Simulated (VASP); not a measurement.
# Re (P6_3/mmc) in VASP: notebook

One crystal, Re, is run at these levels: PBEsol, PBE; tasks: optical spectrum, density of states.

Program: VASP 6.6.1. These are calculated values, not measurements. Logs are shortened: lines on timing, memory, paths and dates and some standing lists are left out, and cuts for length are marked.

## (1) Starting point

Symmetry: P6_3/mmc, No. 194, hexagonal system. The conventional cell has a = 2.773 Å, b = 2.773 Å, c = 4.484 Å, α = 90.00°, β = 90.00°, γ = 120.00°. Re (site symmetry -6m2) is surrounded by 12 Re at 2.76 to 2.77 Å.

The cell was built by a generator and needn't be a form met in nature.

## (2) Optical spectrum, PBEsol

INCAR

```
SYSTEM = Re
  PREC = Accurate
  ENCUT = 520
  EDIFF = 1E-7
  ISMEAR = 1
  SIGMA = 0.1
  LREAL = .FALSE.
  LASPH = .TRUE.
  NELM = 60
  ALGO = Normal
  ISIF = 2
  LWAVE = .FALSE.
  LCHARG = .FALSE.
  GGA = PS
  LOPTICS = .TRUE.
  NEDOS = 2000
  CSHIFT = 0.1
```

KPOINTS

```
Automatic mesh
0
G
  18 18 12
  0 0 0
```

POSCAR

```
Re                                      
1.0
    2.7728668905      0.0000000000     -0.0000000000
   -1.3864334453      2.4013731685     -0.0000000000
    0.0000000000      0.0000000000      4.4844595835
  Re            
     2
Direct
     0.3333333332999970    0.6666666667000030    0.2500000000000000
     0.6666666667000030    0.3333333332999970    0.7500000000000000
```

Potentials or basis: VASP PAW PBE potentials, release 64 (Re).

The run is started by

```sh
> cat potpaw_PBE.64/Re/POTCAR > POTCAR
> mpirun -np 1 vasp_std > vasp.out
```

OUTCAR:

```text
SYSTEM = Re
   PREC = Accurate
   ENCUT = 520
   EDIFF = 1E-7
   ISMEAR = 1
   LREAL = .FALSE.
   LASPH = .TRUE.
   NELM = 60
   ISIF = 2
   GGA = PS

 ion  position               nearest neighbor table
   1  0.333  0.667  0.250-   2 2.76   2 2.76   2 2.76   2 2.76   2 2.76   2 2.76
   2  0.667  0.333  0.750-   1 2.76   1 2.76   1 2.76   1 2.76   1 2.76   1 2.76

  LATTYP: Found a hexagonal cell.
 ALAT       =     2.7728668905
 C/A-ratio  =     1.6172646436

  Lattice vectors:

 A1 = (   2.7728668905,   0.0000000000,   0.0000000000)
 A2 = (  -1.3864334453,   2.4013731685,   0.0000000000)
 A3 = (   0.0000000000,   0.0000000000,   4.4844595835)

Analysis of symmetry for initial positions (statically):
=====================================================================
 Subroutine PRICEL returns:
 Original cell was already a primitive cell.

 Routine SETGRP: Setting up the symmetry group for a
 hexagonal supercell.

 Subroutine GETGRP returns: Found 24 space group operations
 (whereof 12 operations were pure point group operations)
 out of a pool of 24 trial point group operations.

The static configuration has the point symmetry D_3d.
 The point group associated with its full space group is D_6h.

Analysis of symmetry for dynamics (positions and initial velocities):
=====================================================================
 Subroutine PRICEL returns:
 Original cell was already a primitive cell.

 Routine SETGRP: Setting up the symmetry group for a
 hexagonal supercell.

 Subroutine GETGRP returns: Found 24 space group operations
 (whereof 12 operations were pure point group operations)
 out of a pool of 24 trial point group operations.

The dynamic configuration has the point symmetry D_3d.
 The point group associated with its full space group is D_6h.

 Subroutine INISYM returns: Found 24 space group operations
 (whereof 12 operations are pure point group operations),
 and found     1 'primitive' translations

----------------------------------------------------------------------------------------

                                     Primitive cell

  volume of cell :      29.8606

  direct lattice vectors                    reciprocal lattice vectors
     2.772866891  0.000000000  0.000000000     0.360637578  0.208214203  0.000000000
    -1.386433445  2.401373169  0.000000000     0.000000000  0.416428406  0.000000000
     0.000000000  0.000000000  4.484459583     0.000000000  0.000000000  0.222992310

  length of vectors
     2.772866891  2.772866891  4.484459583     0.416428406  0.416428406  0.222992310

  position of ions in fractional coordinates (direct lattice)
     0.333333333  0.666666667  0.250000000
     0.666666667  0.333333333  0.750000000

  ion indices of the primitive-cell ions
   primitive index   ion index
                 1           1
                 2           2

----------------------------------------------------------------------------------------

 KPOINTS: Automatic mesh

Automatic generation of k-mesh.
 Grid dimensions read from file:
 generate k-points for:   18   18   12

 Generating k-lattice:

  Cartesian coordinates                     Fractional coordinates (reciprocal lattice)
     0.020035421  0.011567456  0.000000000     0.055555556  0.000000000  0.000000000
     0.000000000  0.023134911  0.000000000     0.000000000  0.055555556  0.000000000
     0.000000000  0.000000000  0.018582692     0.000000000  0.000000000  0.083333333

  Length of vectors
     0.023134911  0.023134911  0.018582692

  Shift w.r.t. Gamma in fractional coordinates (k-lattice)
     0.000000000  0.000000000  0.000000000

 Subroutine IBZKPT returns following result:
 ===========================================

[... 39 lines left out ...]
   ISTART =      0    job   : 0-new  1-cont  2-samecut
   ICHARG =      2    charge: 1-file 2-atom 10-const
   ISPIN  =      1    spin polarized calculation?
   LNONCOLLINEAR =      F non collinear calculations
   LSORBIT =      F    spin-orbit coupling
   LASPH  =      T    aspherical Exc in radial PAW
   ENCUT  =  520.0 eV  38.22 Ry    6.18 a.u.   5.16  5.16  8.34*2*pi/ulx,y,z
   NELM   =     60;   NELMIN=  2; NELMDL= -5     # of ELM steps
   EDIFF  = 0.1E-06   stopping-criterion for ELM
   LREAL  =      F    real-space projection
   EDIFFG = 0.1E-05   stopping-criterion for IOM
   NSW    =      0    number of steps for IOM
   IBRION =     -1    ionic relax: 0-MD 1-quasi-New 2-CG
   NFREE  =      0    steps in history (QN), initial steepest desc. (CG)
   ISIF   =      2    stress and relaxation
   ISYM   =      2    0-nonsym 1-usesym 2-fastsym
   POTIM  = 0.5000    time-step for ionic-motion
   TEBEG  =    0.0;   TEEND  =   0.0 temperature during run
   PSTRESS=    0.0 pullay stress
   NELECT =      14.0000    total number of electrons
   NUPDOWN=      -1.0000    fix difference up-down
   EMIN   =  10.00;   EMAX   =-10.00  energy-range for DOS
   EFERMI =   0.00;   METHOD = LEGACY
   ISMEAR =     1;   SIGMA  =   0.10  broadening in eV -4-tet -1-fermi 0-gaus
   EFERMI_NEDOS =   21; number of points for ismear=-14 and -15
   IALGO  =     38    algorithm
   IMIX   =      4    mixing-type and parameters
     AMIX     =   0.40;   BMIX     =  1.00
     AMIX_MAG =   1.60;   BMIX_MAG =  1.00
  volume/ion in A,a.u.               =      14.93       100.75
  Fermi-wavevector in a.u.,A,eV,Ry     =   1.271797  2.403348 22.006995  1.617468
  Thomas-Fermi vector in A             =   2.404711
   LORBIT       =      0    0 simple, 1 ext, 2 COOP (PROOUT), +10 PAW based schemes
   GGA     = PS    functional components
   LHFCALC =     F    Hartree Fock is set to
   AEXX    =    0.0000 exact exchange contribution
   IVDW    =     0    specifies the selected vdW correction
   LEPSILON=     F    determine dielectric tensor
   LRPA    =     F    only Hartree local field effects (RPA)
 non-spin polarized calculation
 Methfessel and Paxton  Order N= 1 SIGMA  =   0.10
  energy-cutoff  :      520.00
  volume of cell :       29.86
 maximum number of plane-waves:       817
 NGX is ok and might be reduce to    24
   NGX = 11   NGY = 11   NGZ = 17

 number of electron      14.0000000 magnetization

 Free energy of the ion-electron system (eV)
  ---------------------------------------------------
  ext. energy  EPLUGINS =         0.00000000
  ---------------------------------------------------
  free energy    TOTEN  =       -26.71367179 eV

  energy without entropy =      -26.71410214  energy(sigma->0) =      -26.71381524

 E-fermi :   7.5253     XC(G=0): -13.7398

 val. band max:        7.4998877635   @ k =   0.3333   0.3333   0.0000
 cond. band min:       7.5384197085   @ k =   0.1667   0.1111   0.0000
 fundamental gap:      0.0385319449
 Fermi energy:         7.5253335751

 k-point     1 :       0.0000    0.0000    0.0000
  band No.  band energies     occupation
      1      -2.2589      2.00000
      2       1.0018      2.00000
      3       5.9737      2.00000
      4       5.9944      2.00000
      5       5.9944      2.00000
      6       6.8099      2.00000
      7       6.8099      2.00000
      8       7.7370     -0.01078
      9       7.7370     -0.01078
     10       8.1048     -0.00000
     11      10.8420      0.00000
[... 309 lines left out ...]
 k-point    24 :       0.3889    0.1111    0.0000
  band No.  band energies     occupation
      1       2.0286      2.00000
      2       2.1756      2.00000
      3       2.5020      2.00000
      4       5.2641      2.00000
      5       5.4996      2.00000
      6       6.1720      2.00000
      7       6.9104      2.00000
      8      10.6780      0.00000
      9      11.2721      0.00000
     10      11.5355      0.00000
     11      13.0692      0.00000

 [... further k-points ...]

------------------------ aborting loop because EDIFF is reached ----------------------------------------

  FORCE on cell =-STRESS in cart. coord.  units (eV):
  Direction    XX          YY          ZZ          XY          YZ          ZX
  --------------------------------------------------------------------------------------
  -------------------------------------------------------------------------------------
  Total       -1.7676184     -1.7676184     -1.9156433      0.0000000     -0.0000000     -0.0000000
  in kB      -94.8419149    -94.8419149   -102.7842181      0.0000000     -0.0000000     -0.0000000
  external PRESSURE =     -97.4893493 kB  Pullay stress =       0.0000000 kB

 VOLUME and BASIS-vectors are now :
 -----------------------------------------------------------------------------
  energy-cutoff  :      520.00
  volume of cell :       29.86
      direct lattice vectors                 reciprocal lattice vectors
     2.772866891  0.000000000  0.000000000     0.360637578  0.208214203  0.000000000
    -1.386433445  2.401373169  0.000000000     0.000000000  0.416428406  0.000000000
     0.000000000  0.000000000  4.484459583     0.000000000  0.000000000  0.222992310

 POSITION                                       TOTAL-FORCE (eV/Angst)
 -----------------------------------------------------------------------------------
     -0.00000      1.60092      1.12111         0.000000     -0.000000      0.000000
      1.38643      0.80046      3.36334        -0.000000      0.000000      0.000000
 -----------------------------------------------------------------------------------
    total drift:                               -0.000000      0.000000     -0.000000

  FREE ENERGIE OF THE ION-ELECTRON SYSTEM (eV)
  ---------------------------------------------------
  free  energy   TOTEN  =       -26.7136717920 eV

  energy  without entropy=      -26.7141021377  energy(sigma->0) =      -26.71381524

 electrical conductivity sigma (Mega S m-1) (frequency dependency in vasprun.xml)
  --------------------------------------------------------------------------------------
       0.099      -0.000       0.000
      -0.000       0.099       0.000
      -0.000       0.000       0.132

  frequency dependent IMAGINARY DIELECTRIC FUNCTION (independent particle, no local field effects) density-density
     E(ev)      X         Y         Z        XY        YZ        ZX
  --------------------------------------------------------------------------------------------------------------
     0.00000     0.00000     0.00000     0.00000     0.00000     0.00000     0.00000
     0.23024   103.05097   103.05097    69.99257    -0.00000     0.00000    -0.00000
     0.46048    79.39008    79.39008    59.04727    -0.00000    -0.00000    -0.00000
     0.69071    47.13481    47.13481    33.99382    -0.00000    -0.00000    -0.00000
     0.92095    35.00800    35.00800    38.84498    -0.00000    -0.00000    -0.00000
     1.15119    29.58020    29.58020    25.24004    -0.00000    -0.00000    -0.00000
[... 92 lines left out ...]
    22.56334     0.00656     0.00656     0.00528    -0.00000     0.00000     0.00000
    22.79358     0.00634     0.00634     0.00511    -0.00000     0.00000     0.00000

  frequency dependent      REAL DIELECTRIC FUNCTION (independent particle, no local field effects) density-density
     E(ev)        X           Y           Z          XY          YZ          ZX
  --------------------------------------------------------------------------------------------------------------
     0.00000   154.31049   154.31049   157.13004    -0.00000     0.00000    -0.00000
     0.23024   133.25999   133.25999    74.98252    -0.00000     0.00000    -0.00000
     0.46048    16.36045    16.36045    18.91476    -0.00000    -0.00000     0.00000
     0.69071    17.65328    17.65328    29.76571    -0.00000     0.00000     0.00000
     0.92095    13.57658    13.57658    13.38217    -0.00000    -0.00000     0.00000
     1.15119    14.57289    14.57289    12.14868    -0.00000     0.00000     0.00000
[... 92 lines left out ...]
    22.56334     0.30459     0.30459     0.43443     0.00000     0.00000     0.00000
    22.79358     0.31944     0.31944     0.44638     0.00000     0.00000     0.00000

  frequency dependent IMAGINARY DIELECTRIC FUNCTION (independent particle, no local field effects) current-current
     E(ev)      X         Y         Z        XY        YZ        ZX
  --------------------------------------------------------------------------------------------------------------
     0.00000  2428.62814  2428.62814  2274.67659    -0.00000    -0.00000    -0.00000
     0.23024   204.66006   204.66006   120.85363    -0.00000    -0.00000    -0.00000
     0.46048    81.43510    81.43510    62.55688    -0.00000     0.00000    -0.00000
     0.69071    51.05489    51.05489    42.05646    -0.00000     0.00000    -0.00000
     0.92095    37.22331    37.22331    40.82302    -0.00000     0.00000    -0.00000
     1.15119    31.70768    31.70768    26.99912    -0.00000     0.00000    -0.00000
[... 92 lines left out ...]
    22.56334     0.00039     0.00039     0.00026    -0.00000    -0.00000     0.00000
    22.79358     0.00037     0.00037     0.00025    -0.00000    -0.00000     0.00000

  frequency dependent      REAL DIELECTRIC FUNCTION (independent particle, no local field effects) current-current
     E(ev)        X           Y           Z          XY          YZ          ZX
  --------------------------------------------------------------------------------------------------------------
     0.00000   104.55774   104.55774    14.80642    -0.00000    -0.00000    -0.00000
     0.23024    41.72361    41.72361    32.97691    -0.00000    -0.00000    -0.00000
     0.46048   -11.12217   -11.12217    -0.56357     0.00000     0.00000     0.00000
     0.69071     6.54428     6.54428    22.63531    -0.00000     0.00000     0.00000
     0.92095     7.55034     7.55034     6.44701    -0.00000     0.00000     0.00000
     1.15119    10.34269    10.34269     8.76896    -0.00000    -0.00000     0.00000
[... 92 lines left out ...]
    22.56334     0.30741     0.30741     0.43740     0.00000    -0.00000     0.00000
    22.79358     0.32220     0.32220     0.44929     0.00000    -0.00000     0.00000
```

Wall time 66 s (1 thread of AMD EPYC 9R45 (Zen 5), shared host); peak memory 0.28 GiB.

What came out:

- Free energy: -26.7137 eV
- Pressure: -9.7 GPa
- Band gap on the k mesh: none (metal or under the smearing width)

Dielectric function (mean over the directions given):
```tsv
energy (eV)	real part	imaginary part
0.28	91.16	104.10
1.29	14.31	23.36
2.30	12.39	27.49
3.32	0.96	22.31
4.42	-5.31	25.53
5.43	-10.67	13.16
6.45	-8.64	7.15
7.46	-6.96	3.08
8.56	-4.28	2.02
9.58	-3.62	1.25
10.59	-2.70	1.06
11.60	-2.30	0.33
12.71	-1.51	0.09
13.72	-1.02	0.04
14.74	-0.69	0.03
15.75	-0.44	0.02
16.85	-0.23	0.02
17.87	-0.08	0.01
18.88	0.04	0.01
19.98	0.15	0.01
```

Caveat: independent-particle spectra lack excitons; the intraband (Drude) part of a metal's response may be missing; the PAW data sets were made with another functional, which shifts forces and pressure a little.

[end of part 1 of 2]
